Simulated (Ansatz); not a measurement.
Ag:

```
CELL_PARAMETERS angstrom
0.00000 2.04275 2.04275
2.04275 0.00000 2.04275
2.04275 2.04275 0.00000
ATOMIC_POSITIONS crystal
Ag 0.00000 0.00000 0.00000
```

Program: Ansatz 0.2.0. Alike in all runs: potentials or basis Ansatz PAW; no spin polarisation; cell as given; cutoff (eV) 420. Hardware: 2 threads of Arm Neoverse V1, on a shared host.

Order these runs on this cell by their wall time, lowest first.
A. task single point; level LDA; k mesh 11 × 11 × 11; smearing gaussian 0.02 eV; mesh quality not flagged
B. task band structure; level HSE06; k mesh 6 × 6 × 6; smearing fermi-dirac 0.05 eV; points for each segment of the path 4; mesh quality coarse
C. task single point; level PBE0; k mesh 6 × 6 × 6; smearing fermi-dirac 0.05 eV; mesh quality coarse

A (0.59 s), C (6.3 s), B (56 s).

Caveats: some runs use coarse meshes.

Runs at the PBE level aren't shown here.
